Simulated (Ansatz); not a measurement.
Two Ansatz runs on BaTiO$_{3}$

The cell is the one relaxed in the Materials Project (mp-5020), not relaxed further here; entries there can be hypothetical.

First run: DFT, r2SCAN, PAW with Ansatz's default frozen-core files, scalar-relativistic (Ansatz 0.2.0).

Command: `ansatz run input.yaml --threads 2 --pin off --max-ram 6144MiB --backend cpu --events-out ev --progress --plain --runs-dir out` The run took about 35 s on 2 threads of a shared machine.

```yaml
crystal:
  lattice:
    - [2.8482561214, 1.6444414384, 2.3355603327]
    - [-2.8482561214, 1.6444414384, 2.3355603327]
    - [0.0, -3.2888828768, 2.3355603327]
  atoms:
    - { symbol: Ba, position: [0.00014604, 0.00014604, 0.00014604] }
    - { symbol: Ti, position: [0.51333771, 0.51333771, 0.51333771] }
    - { symbol: O, position: [0.48895031, 0.97971663, 0.48895031] }
    - { symbol: O, position: [0.48895031, 0.48895031, 0.97971663] }
    - { symbol: O, position: [0.97971663, 0.48895031, 0.48895031] }
kpoints:
  mp_grid: { grid: [6, 6, 6] }
  band_path:
    path:
      - [0.0, 0.0, 0.0]
      - [0.5, 0.5, 0.5]
      - [0.5028394821, 0.4971605179, 0.5]
      - [0.5, -0.4971605179, 0.4971605179]
      - [0.5, 0.0, 0.0]
      - [0.0, 0.0, 0.0]
      - [0.498580259, -0.498580259, 0.0]
      - [0.501419741, 0.0, 0.498580259]
      - [0.5, 0.0, 0.5]
    npoints: 14
scf:
  occupations: { method: fermi_dirac, width: 0.01 }
hamiltonian:
  xc: r2scan
  pseudopotentials: { kind: paw }
output:
  forces: true
  stress: true
  eigenvalues: true
  efg: { contact_densities: true }
  populations: true
  bader: true
  dos: { projected: true, de: 0.2, e_range: [-14, 8] }
  write_density: true
  write_potential: true
  elf: true
  volumetric_format: npy
```

Result: converged; pressure -1.80 GPa; largest force 0.180 eV/Å; gap on the k mesh 2.75 eV; 7 SCF iterations.

Spin–orbit coupling is left out, though it moves levels of the heavy atoms by tenths of an eV or more.

The input is then changed:

```diff
@@ -11,5 +11,5 @@
     - { symbol: O, position: [0.97971663, 0.48895031, 0.48895031] }
 kpoints:
-  mp_grid: { grid: [6, 6, 6] }
+  mp_grid: { grid: [8, 8, 8] }
   band_path:
     path:
@@ -26,4 +26,5 @@
 scf:
   occupations: { method: fermi_dirac, width: 0.01 }
+  mixing: { algorithm: msr1, beta: 0.7 }
 hamiltonian:
   xc: r2scan
@@ -35,6 +36,4 @@
   efg: { contact_densities: true }
   populations: true
-  bader: true
-  dos: { projected: true, de: 0.2, e_range: [-14, 8] }
   write_density: true
   write_potential: true
```

What does the second run give?

It converged; energy at zero smearing 0.0 meV/atom from the first run; pressure -1.79 GPa; largest force 0.179 eV/Å; gap on the k mesh 2.75 eV; 8 SCF iterations.
